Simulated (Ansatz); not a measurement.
Run this with the Ansatz DFT code, driven from Python and show what comes out.

`formation_insb3.py`:
```python
"""Is InSb3 bound against its elements, after relaxing cells and atoms."""

from collections import Counter
import warnings

import ansatz as az
import numpy as np

PHASES = {
    "InSb3": (
        [(4.806367, 0.0, 0.0), (0.0, 4.806367, 0.0), (0.0, 0.0, 4.806367)],
        [
            ("In", (0.0, 0.0, 0.0)),
            ("Sb", (0.5, 0.0, 0.5)),
            ("Sb", (0.0, 0.5, 0.5)),
            ("Sb", (0.5, 0.5, 0.0)),
        ],
    ),
    "In": (
        [(-1.62547, 1.62547, 2.4737), (1.62547, -1.62547, 2.4737), (1.62547, 1.62547, -2.4737)],
        [
            ("In", (0.0, 0.0, 0.0)),
        ],
    ),
    "Sb": (
        [(2.1542, 1.243728, 3.758), (-2.1542, 1.243728, 3.758), (0.0, -2.487456, 3.758)],
        [
            ("Sb", (0.23349, 0.23349, 0.23349)),
            ("Sb", (0.76651, 0.76651, 0.76651)),
        ],
    ),
}


def build(vectors, sites):
    crystal = az.Crystal(lattice=az.Lattice.of(vectors))
    for symbol, position in sites:
        crystal = crystal.atom(symbol, position)
    return crystal


def ground_state(name, crystal):
    calc = (
        crystal.calculation()
        .pseudopotentials("nc")
        .scf(tolerance=1e-06, max_iterations=60)
        .functional("r2scan")
        .kpoints(spacing=0.39)
        .occupations("cold", width=0.05)
        .stress()
    )
    calc = calc.relax(force_tolerance=0.03, cell=True)
    return calc.run(threads=1)


def counts(outcome):
    return Counter(site.symbol for site in outcome.lattice.sites)

def formation_energy(outcome, mu):
    n = counts(outcome)
    return (outcome.report["energy_sigma0_ev"] - sum(k * mu[element] for element, k in n.items())) / sum(n.values())


def volume_per_atom(outcome):
    return abs(np.linalg.det(outcome.lattice.cell_ang)) / len(outcome.lattice.sites)


def main() -> None:
    warnings.simplefilter("ignore")

    phases = {name: build(*cell) for name, cell in PHASES.items()}

    done = {name: ground_state(name, crystal) for name, crystal in phases.items()}

    # chemical potentials of the elements at zero temperature
    references = {"In": "In", "Sb": "Sb"}
    mu = {element: done[name].report["energy_sigma0_ev"] / len(done[name].lattice.sites) for element, name in references.items()}

    target = done["InSb3"]
    heat = formation_energy(target, mu)
    n = counts(target)
    print("cell content:", dict(n), " volume", round(volume_per_atom(target), 3), "A^3/atom")
    print("formation energy", round(heat, 4), "eV/atom,", round(heat * sum(n.values()), 4), "eV per cell")
    print("bound against the elements" if heat < 0 else "unbound against the elements")


if __name__ == "__main__":
    main()
```

```console
$ python formation_insb3.py
cell content: {<Element.IN: 'In'>: 1, <Element.SB: 'Sb'>: 3}  volume 27.611 A^3/atom
formation energy 0.3063 eV/atom, 1.225 eV per cell
unbound against the elements
```

Notes:
- The settings weren't tested for convergence.
- Such functionals run on norm-conserving files made under PBE, which can move pressures by some GPa.
- For the metals among these phases the mesh is modest: differences between phases can be off by up to 40 meV an atom.
- The program warned that this SCF threshold is loose for forces or stresses.
- The cells come from databases of deposited and of computed structures, and not all need be stable phases.
- The compound is the structure given, not necessarily its lowest; energies are at zero temperature, with no correction for gases. A semilocal functional's error on such energies is often 0.05 to 0.1 eV an atom, and 0.1 to 0.3 eV against gases such as O2 or F2.
- The script silences warnings, which a real study should read.
- Timing: 5.1 min on 1 thread of Arm Neoverse V1, on a shared host, peak memory 1.4 GiB.
